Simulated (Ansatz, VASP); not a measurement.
Two plane-wave programs on Al2Cu

```
Cu Al
1.0
    -2.03034    2.03034    2.85109
     2.03034   -2.03034    2.85109
     2.03034    2.03034   -2.85109
Cu Al
1 2
Direct
  0.50419 0.49473 0.00226
  0.24558 0.74512 0.50113
  0.74798 0.24973 0.50093
```

Change from the starting cell: atoms moved at random, drawn with an rms of 0.05 Å.

Alike in both runs: task single point; functional PBEsol; k mesh 9 × 9 × 9; occupations fermi-dirac, width 0.05 eV; no spin polarisation.

```csv
,VASP,Ansatz
version,VASP 6.6.1,Ansatz 0.2.0
potentials or method,"VASP PAW PBE potentials, release 64 (Cu, Al)",Ansatz PAW
plane-wave cutoff (eV),520,420
valence electrons in the cell,17,25
```

VASP gave:

* gap on the k mesh at the Fermi level (eV): none
* pressure (GPa): 0.2
* largest component of the traceless stress (GPa): 0.48
* rms of the force components (eV/Å): 0.101

Task: Estimate Ansatz's values.

Result: gap on the k mesh at the Fermi level (eV): none; pressure (GPa): 0.0; largest component of the traceless stress (GPa): 0.47; rms of the force components (eV/Å): 0.101.

Atom by atom the forces differ by 0.000 eV/Å (rms over components). A gap of «none» marks a metal or a gap that the smearing closes. The functional is the same, so the differences come from potentials, cutoffs and numerics. The two sets of potentials don't hold the same shells in valence.

Caveats: the PAW data sets were made with another functional, which shifts forces and pressure a little (VASP); the PAW data sets come from PBE, with cores solved anew for the run's functional, which leaves a small shift of forces and pressure (Ansatz).
